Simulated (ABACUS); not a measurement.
V:

```
V
1.0
    -1.51435    1.51435    1.51435
     1.51435   -1.51435    1.51435
     1.51435    1.51435   -1.51435
V
1
Cartesian
  0.0000 0.0000 0.0000
```

Base run:

```yaml
Program: ABACUS 3.10.1
Functional: PW91
Potentials_or_basis: SG15 ONCV 1.2 PBE
Cutoff: 1143 eV
Density_cutoff: 4572 eV
Basis: plane waves
k_mesh: 10 × 10 × 10
Occupations: fermi-dirac, width 0.05 eV
Spin: collinear spin, ferromagnetic start
Starting_moments: "[2.0] μB"
```

Its results: band gap on the k mesh none (metal or under the smearing width); pressure -5.1 GPa; net moment 0.00 μB per cell.

Q: After a change of settings the same cell gave: band gap on the k mesh none (metal or under the smearing width); pressure -0.4 GPa; net moment 0.00 μB per cell. Which change was it?
A. functional from PW91 to AM05; potentials or basis from SG15 ONCV 1.2 PBE to PseudoDojo NC SR 0.5 PBE standard
B. functional from PW91 to RPBE
C. functional from PW91 to rSCAN; cutoff from 1143 eV to 1320 eV; density cutoff from 4572 eV to 5279 eV; k mesh from 10 × 10 × 10 to 8 × 8 × 8
D. functional from PW91 to WC; potentials or basis from SG15 ONCV 1.2 PBE to GBRV ultrasoft 1.5 PBEsol; cutoff from 1143 eV to 544 eV; density cutoff from 4572 eV to 4354 eV

A: B.

RPBE binds less tightly than PW91, so the same cell stands under more pressure.

Caveats: the potentials were made for another functional, which shifts forces and pressure.

Not every run made on this cell is shown here.
